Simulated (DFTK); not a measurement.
Wanted: the native input for a DFTK 0.8.2 run.

- Task: single point
- Functional: PBEsol
- Potentials or basis: dojo.nc.sr.pbesol.v0_4_1.standard.upf (PBEsol)
- Cutoff: 1306 eV
- k mesh: 8 × 8 × 8
- Occupations: fermi-dirac, width 0.05 eV
- Spin: collinear spin, ferromagnetic start
- Starting moments: [4.0, 4.0, 4.0, 0.0] μB
- Valence electrons: Mn 15, Si 4
- SCF tolerance on the density: 1e-06

Crystal: Mn3Si.

```
Mn Si
1.0
     0.00000    2.86100    2.86100
     2.86100    0.00000    2.86100
     2.86100    2.86100    0.00000
Mn Si
3 1
Direct
  0.75000 0.75000 0.75000
  0.25000 0.25000 0.25000
  0.50000 0.50000 0.50000
  0.00000 0.00000 0.00000
```

One way to write it, as run:

run.jl

```julia
using DFTK
using PseudoPotentialData
using Unitful, UnitfulAtomic
using LinearAlgebra, Printf
include("save.jl")
disable_threading()

# lattice vectors are the columns
lattice = austrip(1u"Å") * [           0.0          2.861          2.861;
                    2.861            0.0          2.861;
                    2.861          2.861            0.0]
symbols   = [:Mn, :Mn, :Mn, :Si]
positions = [[0.75, 0.75, 0.75],
             [0.25, 0.25, 0.25],
             [0.5, 0.5, 0.5],
             [0.0, 0.0, 0.0]]
pseudopotentials = PseudoFamily("dojo.nc.sr.pbesol.v0_4_1.standard.upf")
elements = Dict(s => ElementPsp(s, pseudopotentials) for s in unique(symbols))
atoms    = [elements[s] for s in symbols]
magnetic_moments = [4.0, 4.0, 4.0, 0.0]

build_model(lattice, positions; symmetries=true) =
    model_DFT(lattice, atoms, positions;
              functionals=PBEsol(),
              magnetic_moments,
              spin_polarization=:collinear,
              temperature=austrip(0.05u"eV"),
              smearing=Smearing.FermiDirac(),
              symmetries)
Ecut  = 48.0  # hartree
kgrid = [8, 8, 8]
tol   = 1e-6
to_GPa = ustrip(uconvert(u"GPa", 1u"hartree/bohr^3"))

model = build_model(lattice, positions)
basis = PlaneWaveBasis(model; Ecut, kgrid)
display(basis)
scfres = self_consistent_field(basis;
                               tol,
                               ρ=guess_density(basis, magnetic_moments),
                               nbandsalg=AdaptiveBands(model; n_bands_converge=37))
display(scfres.energies)
@printf "Fermi level: %.6f eV\n" ustrip(auconvert(u"eV", something(scfres.εF, NaN)))
forces = compute_forces_cart(scfres)
println("Forces (eV/Å)")
for (s, f) in zip(symbols, forces)
    @printf "%-3s %12.6f %12.6f %12.6f\n" s ustrip.(auconvert.(u"eV/Å", f))...
end
stress = compute_stresses_cart(scfres)
println("Stress (GPa)")
display(round.(stress * to_GPa; digits=4))
@printf "Total moment: %.4f μB\n" sum(spin_density(scfres.ρ)) * scfres.basis.dvol
println("Levels at the first k-point (eV): ", round.(ustrip.(auconvert.(u"eV", scfres.eigenvalues[1][1:scfres.n_bands_converge])); digits=4))
save_scf!(scfres; forces, stress)
```

Potentials or basis: dojo.nc.sr.pbesol.v0_4_1.standard.upf (PBEsol).

The run is started by

```sh
$ julia --threads=1 run.jl  # save.jl only writes the numbers to a file and isn't shown; printed stress counts tension as positive; times include loading and compiling
```

It gave:

```
Pressure               : -15.3 GPa
Band gap on the k mesh : none (metal or under the smearing width)
Net moment             : 1.01 μB per cell
Absolute moment        : 4.66 μB per cell
Site moments           : Mn -0.91, +2.77; Si +0.05 μB
```

Caveat: so large a pressure means that the cell lies far from this level's equilibrium, or that cutoff or potentials fall short.

It took 15 min on 1 thread of Intel(R) Xeon(R) 6975P-C (Granite Rapids), on a shared host, peak memory 3.4 GiB.
